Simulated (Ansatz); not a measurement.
# 2H-VSSe monolayer in a perpendicular field, part 3 of 3

What dipole does a perpendicular field induce in the 2H-VSSe monolayer? A positive field points along +c.

Ansatz 0.2.0; plane-wave DFT, PBE-D3(BJ), Ansatz PAW.

So far, work function, upper face (eV): step 3 (single point, field 0) 5.77.

## 7. Atoms held, field -0.2 V/Å

The input, input.yaml:

```yaml
crystal:
  lattice:
    - [3.2188412595, 0.0, 0.0]
    - [-1.6094206297, 2.7875983015, 0.0]
    - [0.0, 0.0, 21.0860699894]
  atoms:
    - { symbol: Se, position: [0.3333333333, 0.6666666667, 0.4268220681], spin: -0.05 }
    - { symbol: V, position: [0.0, 0.0, 0.505685053], spin: 0.75 }
    - { symbol: S, position: [0.3333333333, 0.6666666667, 0.5731779319] }
magnetization:
  spin_polarized: true
kpoints:
  mp_grid: { grid: [18, 18, 1] }
  band_path:
    path: [[0, 0, 0], [0.5, 0, 0], [0.33333333, 0.33333333, 0], [0, 0, 0]]
    npoints: 16
hamiltonian:
  xc: pbe
  dispersion: d3bj
scf:
  occupations: { method: fermi_dirac, width: 0.05 }
  convergence: { dr2_threshold: 1.0e-10 }
efield:
  axis: 3
  dipole_correction: true
  ramp_position: 0.9407
  ramp_width: 0.1114
  amplitude: -0.2
output:
  write_potential: true
  write_density: true
  volumetric_format: npy
```

Launch:

```bash
$ ansatz run input.yaml --threads 2 --pin off --max-ram 3072MiB --backend cpu --events-out ev --progress --plain --runs-dir out
```

Numbers of over 12 decimals in the logs are rounded to 6 here.

The program printed:

```text
[...]
Crystal: 3 atoms, lattice volume = 189.202 Å³
Basis set: ecut = 420 eV, 3779 PW (Γ)
Bands: 22, of which v1, the nominal top of the filled ones, is band 18 counted from 1 (17 counted from 0)
Symmetry: 6 space group operations
k-points: 37 of 324 (time reversal used)
[...]
Starting moments: Σ|m| = 0.8 μB on 2 of 3 sites
[...]
k-point 0 ↑: bands = [... 14 lower, -2.8320, -1.8808, -1.8808, -1.0155, 1.5188, 1.5188, 1.8338, 1.8338]
  k-point 1 ↑: bands = [... 14 lower, -2.8402, -1.9288, -1.9049, -1.0299, 1.4138, 1.5264, 1.6098, 1.7929]
  k-point 2 ↑: bands = [... 14 lower, -2.9375, -2.0507, -1.9872, -1.0884, 1.1095, 1.2208, 1.4386, 1.7863]
  k-point 36 ↓: bands = [... 14 lower, -4.2950, -4.1850, -2.4716, -0.3422, 0.7632, 1.4815, 1.7607, 2.7092]
[key lines of the parts left out:]
SCF converged after 15 iterations
Magnetization: 0.9280 μB (17.9640 up, 17.0360 down)
Free energy (F): -9286.885092 eV
Fermi energy:    -1.054375 eV
Dipole field:    D = -0.070042 V/Å  (p = -0.073236 e·Å, saw-weighted, corrected)
```

It took 23 s on 2 threads of AMD EPYC 7B13 (Zen 3), shared host; peak memory 0.7 GiB.

The dipole is -0.0732 e·Å, -0.0525 e·Å from its value without field.

## 8. Atoms held, field 0.35 V/Å

Changes to input.yaml since step 7:

```diff
@@ -25,6 +25,8 @@
   dipole_correction: true
-  ramp_position: 0.9407
-  ramp_width: 0.1114
-  amplitude: -0.2
+  ramp_position: 0.9129
+  ramp_width: 0.167
+  amplitude: 0.35
 output:
+  dos: { projected: true, e_range: [-6, 5] }
+  bader: true
   write_potential: true
@@ -32 +34,2 @@
   volumetric_format: npy
+  elf: true
```

The program printed:

```text
[...]
Crystal: 3 atoms, lattice volume = 189.202 Å³
Basis set: ecut = 420 eV, 3779 PW (Γ)
Bands: 22, of which v1, the nominal top of the filled ones, is band 18 counted from 1 (17 counted from 0)
Symmetry: 6 space group operations
k-points: 37 of 324 (time reversal used)
[...]
Starting moments: Σ|m| = 0.8 μB on 2 of 3 sites
[...]
k-point 36 ↓: bands = [... 14 lower, -4.2898, -4.1779, -2.4721, -0.3501, 0.7455, 1.4766, 1.7517, 2.6998]
--- Bader charges: 3 sites ---
  site symbol  charge [e]  shift [e]    m [muB]
     0     Se     -0.5993     0.0006    -0.0281
     1      V      1.3357     0.0018     0.8673
     2      S     -0.7363     0.0012     0.0710
  estimated error of the sums over rays = 4.8e-4 e
[key lines of the parts left out:]
SCF converged after 15 iterations
Magnetization: 0.9102 μB (17.9551 up, 17.0449 down)
Free energy (F): -9286.884549 eV
Fermi energy:    -1.035869 eV
Dipole field:    D = 0.068234 V/Å  (p = 0.071345 e·Å, saw-weighted, corrected)
```

The job ended after 33 s (2 threads; peak memory 0.73 GiB).

The dipole is 0.0713 e·Å, 0.0921 e·Å from its value without field.

## 9. Response, atoms held

This step: plane-wave DFT, PBE-D3(BJ), Ansatz PAW; response to a field along the normal, atoms held (Ansatz 0.2.0).

The dipoles give the slope, and the difference of two potentials shows where the field is screened.

Numbers from this step:

| Property | Result |
| --- | --- |
| equivalent conductor thickness p/(ε₀AE) | 5.297 Å |
| distance between the outer atoms | 3.086 Å |

Dipole of the cell against applied field:

```
applied field (V/Å)  dipole of the cell (e·Å)
             -0.200                   -0.0732
             -0.100                   -0.0470
              0.000                   -0.0207
              0.100                   0.00556
              0.200                    0.0319
              0.350                    0.0713
```

The total moment by applied field:

```
applied field (V/Å)  total moment (μB)
             -0.200              0.928
             -0.100              0.925
              0.000              0.922
              0.100              0.919
              0.200              0.915
              0.350              0.910
```

Local field over the applied field, running mean. From the potentials at -0.1 and 0.1 V/Å; running mean over 2.5 Å. The local field over applied field by z:

z (Å), local field over applied field and a bar:
```
     4.10      0.999 ##############################
     4.54      0.998 ##############################
     4.98      0.995 ##############################
     5.42      0.988 ##############################
     5.86      0.970 #############################
     6.30      0.929 ############################
     6.74      0.849 #########################
     7.18      0.723 #####################
     7.61      0.573 #################
     8.05      0.417 ############
     8.49      0.264 #######
     8.93      0.142 ####
     9.37      0.077 ##
     9.81      0.046 #
    10.25      0.027 
    10.84      0.029 
    11.28      0.049 #
    11.71      0.082 ##
    12.15      0.165 ####
    12.59      0.301 ########
    13.03      0.460 #############
    13.47      0.618 ##################
    13.91      0.767 #######################
    14.35      0.883 ##########################
    14.79      0.949 ############################
    15.23      0.979 #############################
    15.67      0.992 ##############################
    16.11      0.997 ##############################
    16.55      0.999 ##############################
    16.99      1.000 ##############################
```

Electrons, planar mean, per unit field. Induced electron density against z:

```
z (Å)  induced electron density (e/Å³ per V/Å)
 4.10                                   2.6e-6
 4.39                                   5.1e-6
 4.83                                   1.4e-5
 5.13                                   2.8e-5
 5.56                                   7.5e-5
 5.86                                   1.4e-4
 6.15                                   2.6e-4
 6.59                                   6.2e-4
 6.88                                  0.00106
 7.18                                  0.00175
 7.61                                  0.00312
 7.91                                  0.00366
 8.35                                  0.00222
 8.64                                   9.7e-4
 8.93                                   7.9e-4
 9.37                                   8.6e-4
 9.66                                   7.1e-5
 9.96                                 -0.00112
10.40                                  -3.0e-4
10.69                                   9.8e-4
11.13                                   6.8e-4
11.42                                  -2.5e-4
11.71                                 -0.00106
12.15                                  -4.9e-4
12.45                                 -0.00129
12.74                                 -0.00313
13.18                                 -0.00372
13.47                                 -0.00280
13.91                                 -0.00138
14.20                                  -7.9e-4
14.50                                  -4.4e-4
14.94                                  -1.7e-4
15.23                                  -9.0e-5
15.52                                  -4.6e-5
15.96                                  -1.6e-5
16.25                                  -8.2e-6
16.69                                  -2.9e-6
16.99                                  -1.4e-6
```

By hand: between -0.1 and 0.1 V/Å the dipole changes by 0.05254 e·Å, a slope of 0.2627 e·Å²/V. A perfect conductor of thickness t has p = ε₀AEt, so t = 180.95 × 0.2627 / 8.973 = 5.30 Å (e/ε₀ = 180.95 V·Å, A in Å²).

The induced dipole is that of a conductor 5.30 Å thick.

## 10. A changed input

This step: plane-wave DFT, PBE-D3(BJ), Ansatz PAW (Ansatz 0.2.0).

An input spoilt on purpose, to show how the run answers: it repeats the earlier run at 0.1 V/Å with efield.amplitude from 0.1 to 0 and efield.dipole_correction from true to false, and scf.max_iter set to 50.

Changes to input.yaml since step 8:

```diff
@@ -22,11 +22,10 @@
   convergence: { dr2_threshold: 1.0e-10 }
+  max_iter: 50
 efield:
   axis: 3
-  dipole_correction: true
-  ramp_position: 0.9129
-  ramp_width: 0.167
-  amplitude: 0.35
+  dipole_correction: false
+  ramp_position: 0.9407
+  ramp_width: 0.1114
+  amplitude: 0
 output:
-  dos: { projected: true, e_range: [-6, 5] }
-  bader: true
   write_potential: true
@@ -34,2 +33 @@
   volumetric_format: npy
-  elf: true
```

The program printed:

```text
Error: invalid value for `efield.amplitude`: is zero with dipole_correction: false — the section would apply nothing; set a non-zero amplitude, enable dipole_correction, or remove the block
```

Run time: 0.04 s. Hardware: 2 threads; peak memory 0.043 GiB.

The program refused the input before any cycle.

The program's message: “Error: invalid value for `efield.amplitude`: is zero with dipole_correction: false — the section would apply nothing; set a non-zero amplitude, enable dipole_correction, or remove the block”

The fault put into the input: a field block that applies nothing.

## 11. The same run with other settings: basis.ecutwfc = "500 eV"

Another changed input: it repeats the earlier run at 0.1 V/Å with basis.ecutwfc to 500 eV.

Changes to input.yaml since step 10:

```diff
@@ -22,9 +22,8 @@
   convergence: { dr2_threshold: 1.0e-10 }
-  max_iter: 50
 efield:
   axis: 3
-  dipole_correction: false
+  dipole_correction: true
   ramp_position: 0.9407
   ramp_width: 0.1114
-  amplitude: 0
+  amplitude: 0.1
 output:
@@ -33 +32,3 @@
   volumetric_format: npy
+basis:
+  ecutwfc: "500 eV"
```

The program printed:

```text
[...]
Crystal: 3 atoms, lattice volume = 189.202 Å³
Basis set: ecut = 500 eV, 4775 PW (Γ)
Bands: 22, of which v1, the nominal top of the filled ones, is band 18 counted from 1 (17 counted from 0)
Symmetry: 6 space group operations
k-points: 37 of 324 (time reversal used)
[...]
Starting moments: Σ|m| = 0.8 μB on 2 of 3 sites
[...]
SCF iter   1: F=—  HF=-9287.286834 eV  |F-HF|=—  |Δ(HF+E_count)|=         —  Δρ=2.08e-2 (↑2.08e-2 ↓1.19e-2)  dr2=3.19e0  dr2_m=1.10e-1  M=0.345 μB ∫|m|=0.406 μB  β_m=0.59  ethr=3.10e-3  p=0.027 e·Å  D=2.58e-2 V/Å  ΔV_dip=-0.54 eV  dr2_dipole=2.79e-1  V_vac-E_F(+/−)=7.22/5.96 eV  ⟨swp⟩=9.8  Hψ=9610  notcnv=0
[...]
SCF iter  15: F=-9286.877111 eV  HF=-9286.877111 eV  |F-HF|=3.64e-12  |Δ(HF+E_count)|=  5.64e-11  Δρ=1.87e-8 (↑1.74e-8 ↓1.87e-8)  dr2=1.10e-12  dr2_m=3.50e-13  M=0.919 μB ∫|m|=1.122 μB  ethr=1.00e-12  p=0.006 e·Å  D=5.31e-3 V/Å  ΔV_dip=-0.11 eV  dr2_dipole=4.06e-14  V_vac-E_F(+/−)=6.37/4.68 eV  ⟨swp⟩=2.0  Hψ=4755  notcnv=0
SCF 1 converged in 15 iterations: F = -9286.877111 eV  dr2 = 1.10e-12
[...]
SCF converged after 15 iterations
Magnetization: 0.9188 μB (17.9594 up, 17.0406 down)
Absolute magnetization: 1.1187 μB (∫|ρ↑−ρ↓|, with the PAW one-centre terms)
[...]
Per-site moments (μB) at R_I (Å): [(-0.047879, 1.028682), (0.751348, 0.965552), (-0.000565822, 0.965552)]
Free energy (F): -9286.877111 eV
[...]
Internal energy: -9286.868868 eV  (E = F + TS)
E sigma→0 (E₀):  -9286.872990 eV
Entropy (-TS):   -0.008243 eV (-2.748 meV/atom)
Fermi energy:    -1.041173 eV
Dipole field:    D = 0.005310 V/Å  (p = 0.005553 e·Å, saw-weighted, corrected)
Work function:   not extracted (applied field tilts the vacuum); planar V_es + V_field profile in the machine report
[...]
--- Band table (eV; the first three rows and the last of 74) ---
  k-point 0 ↑: bands = [... 14 lower, -2.8471, -1.8768, -1.8768, -0.9878, 1.5337, 1.5337, 1.8252, 1.8252]
  k-point 1 ↑: bands = [... 14 lower, -2.8515, -1.9251, -1.9041, -1.0024, 1.4292, 1.5424, 1.6010, 1.7832]
  k-point 2 ↑: bands = [... 14 lower, -2.9427, -2.0478, -1.9939, -1.0621, 1.1000, 1.2393, 1.4492, 1.7823]
  k-point 36 ↓: bands = [... 14 lower, -4.2886, -4.1784, -2.4691, -0.3432, 0.7570, 1.4819, 1.7589, 2.7069]
```

The job ended after 31 s (2 threads; peak memory 0.84 GiB).

This step gave:

- energy at zero smearing: -9286.8730 eV
- total moment: 0.9188 μB
- site moments: -0.04788, 0.7513, -5.66e-4 μB
- dipole along the normal: 0.005553 e·Å

Deep bands are left out, so band numbers here count from the lowest band kept and differ from the log's. The electronic bands at the labelled points (eV, zero at the Fermi level; # counts the bands kept):

```
  point  up #5  up #6  up #7  up #8  down #4  down #5  down #6  down #7
      Γ  -0.84  -0.84   0.05   2.57    -1.74    -0.48    -0.48     0.92
halfway  -1.35  -1.21  -0.49   1.38    -1.85    -1.29    -0.87     0.33
      M  -1.53  -0.83  -0.72   1.10    -2.31    -1.39    -0.76     0.03
halfway  -2.43  -1.51  -0.31   1.00    -2.77    -2.32    -1.37     0.45
      K  -3.18  -1.59  -0.10   0.74    -3.25    -3.14    -1.43     0.70
halfway  -1.72  -1.11  -0.47   1.27    -2.39    -1.50    -0.97     0.31
      Γ  -0.84  -0.84   0.05   2.57    -1.74    -0.48    -0.48     0.92
```

| quantity | this run | earlier run | difference |
| --- | --- | --- | --- |
| dipole along the normal (e·Å) | 0.005553 | 0.005560 | -7.5e-6 |
| total moment (μB) | 0.9188 | 0.9187 | 1.5e-4 |

Nothing in the table moves by 0.01 in its unit (for the dipole 0.5 % and 5e-5 e·Å).

## 12. What came out

| Quantity | Value |
| --- | --- |
| gap without field | none |
| work function, upper face | 5.77 eV |
| step between the vacuum levels | 0.418 eV |
| equivalent conductor thickness, atoms held | 5.30 Å |

**Reading.** The induced dipole equals that of a perfect conductor 5.30 Å thick, while the outer atoms lie 3.09 Å apart. The two faces differ: the vacuum level above lies 0.42 eV higher than the one below. There is no gap over 0.03 eV, with or without the field. For an open d or f shell that can be the fault of a semilocal functional without a Hubbard term. The magnetic order is the one reached from the typed start; other orders were not compared. Spin-orbit coupling is left out.

[Logs are printed without paths, hosts, clocks, repeated set-up lines and the standing remarks that a program may print on its own settings, such as how far it seeks lower states.]

[Hosts, paths, dates, database ids (printed as entryN), source tags and the programs' standing remarks are cut or masked in the printed files.]

[Maps of the electrostatic potential energy from Ansatz leave out the sawtooth potential of an applied field or a dipole correction, so their vacuum need not be flat; planar profiles and work functions include it.]
